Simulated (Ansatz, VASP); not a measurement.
One calculation of C, two programs

```xyz
2
Lattice="0.0000 1.8528 1.6423 1.8528 0.0000 1.6423 1.8528 1.8528 0.0000" Properties=species:S:1:pos:R:3 pbc="T T T"
C     1.8528    1.8528    1.6423
C     2.7792    2.7792    2.4635
```

Alike in both runs: task single point; functional LDA; k mesh 12 × 12 × 12; occupations gaussian, width 0.05 eV; no spin polarisation.

|  | VASP | Ansatz |
| --- | --- | --- |
| version | VASP 6.6.1 | Ansatz 0.2.0 |
| potentials or method | VASP PAW LDA potentials, release 64 (C) | scalar-relativistic, plane waves, PAW |
| plane-wave cutoff (eV) | 520 | 520 |
| valence electrons in the cell | 8 | 8 |

Ansatz gave:

| Item | Value |
| --- | --- |
| gap on the k mesh at the Fermi level (eV) | 1.23 |
| least direct gap on the mesh (eV) | 3.66 |
| pressure (GPa) | -10.4 |
| largest component of the traceless stress (GPa) | 65.53 |

Q: What did VASP give for the same quantities?

A: gap on the k mesh at the Fermi level (eV): 1.22; least direct gap on the mesh (eV): 3.66; pressure (GPa): -8.9; largest component of the traceless stress (GPa): 65.41.

Ansatz warned: «pseudo_functional_mismatch».
